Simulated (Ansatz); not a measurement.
# CO2 (CO2-V): the cost of one run

Method: DFT PBE, scalar-relativistic, plane waves, PAW, in Ansatz 0.2.0.

**1. Starting point**

Symmetry: I-42d, No. 122, tetragonal system. Conventional cell: a = 3.616 Å, b = 3.616 Å, c = 5.803 Å, α = 90.00°, β = 90.00°, γ = 90.00°. Around C (site symmetry -4) lie 4 O at 1.52 Å. O (site symmetry 2) has 2 C at 1.52 Å as nearest neighbours.

Coordinates:

```
C O
1.0
    -1.80810    1.80810    2.90170
     1.80810   -1.80810    2.90170
     1.80810    1.80810   -2.90170
C O
2 4
Direct
  0.00000 0.00000 0.00000
  0.75000 0.25000 0.50000
  0.37500 0.39500 0.52000
  0.60500 0.12500 0.98000
  0.87500 0.85500 0.48000
  0.14500 0.62500 0.02000
```

**2. Cell and atoms relaxed at 38.6 GPa**

input.yaml

```yaml
crystal:
  lattice:
    - [-1.8081, 1.8081, 2.9017]
    - [1.8081, -1.8081, 2.9017]
    - [1.8081, 1.8081, -2.9017]
  atoms:
    - { symbol: C, position: [0.0, 0.0, 0.0] }
    - { symbol: C, position: [0.75, 0.25, 0.5] }
    - { symbol: O, position: [0.375, 0.395, 0.52] }
    - { symbol: O, position: [0.605, 0.125, 0.98] }
    - { symbol: O, position: [0.875, 0.855, 0.48] }
    - { symbol: O, position: [0.145, 0.625, 0.02] }
scf:
  occupations: { method: fixed }
output:
  forces: true
  stress: true
  eigenvalues: true
  write_density: true
  write_potential: true
  elf: true
  volumetric_format: npy
hamiltonian:
  xc: pbe
basis:
  ecutwfc: 600
kpoints:
  mp_grid: { grid: [8, 8, 8] }
relax:
  f_tol: 0.002
  max_steps: 60
  cell: { stress_tol: 0.03, p_target: 38.6 }
```

Run with:

```bash
$ ansatz run input.yaml --threads 2 --pin off --max-ram 6144MiB --backend cpu --events-out ev --progress --plain --runs-dir out
```

**Question.** How long does this run take on 2 threads of Intel Xeon Platinum 8259CL at 2.50GHz (Skylake/Cascade Lake), shared host, and how much memory does it need?

About 57 s, with a peak of 0.47 GiB.
